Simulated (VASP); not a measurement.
Wanted: the native input for a VASP 6.6.1 run.

```yaml
Task: band structure
Functional: PBEsol
Potentials_or_basis: VASP PAW PBE potentials, release 64 (In_d, Se)
Cutoff: 520 eV
k_mesh: 6 × 6 × 1
Occupations: gaussian, width 0.03 eV
Spin: no spin polarisation
Further_INCAR_settings: ALGO = Normal; EDIFF = 1e-06
```

The structure of InSe lies in POSCAR:

```
InSe                                    
1.0
    4.0561362589      0.0000000000      0.0000000000
   -2.0280681295      3.5127170414     -0.0000000000
    0.0000000000     -0.0000000000     16.7491949898
  In              Se            
     4     4
Direct
     1.0000000000000000    1.0000000000000000    0.5837577423818349
     1.0000000000000000    1.0000000000000000    0.4162422576181651
     0.3333333300000021    0.6666666699999979    0.9162323022865825
     0.3333333300000021    0.6666666699999979    0.0837676977134175
     0.6666666699999979    0.3333333300000021    0.8392092269855985
     0.6666666699999979    0.3333333300000021    0.1607907730144015
     0.3333333300000021    0.6666666699999979    0.6606754469427455
     0.3333333300000021    0.6666666699999979    0.3393245530572546
```

Measurements of this composition are mostly on another form, of space group No. 160.

The input as run:

INCAR

```
PREC = Accurate
ENCUT = 520
EDIFF = 1E-6
ISMEAR = 0
SIGMA = 0.03
LREAL = False
LASPH = True
NELM = 80
ALGO = Normal
ISIF = 2
LWAVE = False
LCHARG = False
GGA = PS
KPAR = 2
```

KPOINTS

```
Automatic mesh
0
Gamma
  6 6 1
```

KPOINTS_OPT

```
explicit points
6
Reciprocal
 0.0000000000  0.0000000000  0.0000000000 1
 0.0000000000  0.0000000000  0.5000000000 1
 0.3333333333  0.3333333333  0.5000000000 1
 0.3333333333  0.3333333333  0.0000000000 1
 0.5000000000  0.0000000000  0.5000000000 1
 0.5000000000  0.0000000000  0.0000000000 1
```

Potentials or basis: VASP PAW PBE potentials, release 64 (In_d, Se).

Launch:

```bash
$ cat potpaw_PBE.64/In_d/POTCAR potpaw_PBE.64/Se/POTCAR > POTCAR
$ mpirun -np 2 vasp_std > vasp.out
```

Results of the run:

| Item | Value |
| --- | --- |
| Pressure | -1.4 GPa |
| Largest force | 0.236 eV/Å |
| Band gap on the k mesh | 0.16 eV, direct |
| Band gap along the path | 0.16 eV, direct |

Caveat: the PAW data sets were made with another functional, which shifts forces and pressure a little; spin-orbit coupling is left out, which moves the levels of the heavy elements; this functional lacks dispersion, which binds the layers, so the pressure and a relaxed spacing across them are unreliable.

Wall time 43 s on 2 MPI ranks on Intel(R) Xeon(R) 6975P-C (Granite Rapids), on a shared host, peak memory 0.35 GiB a rank.
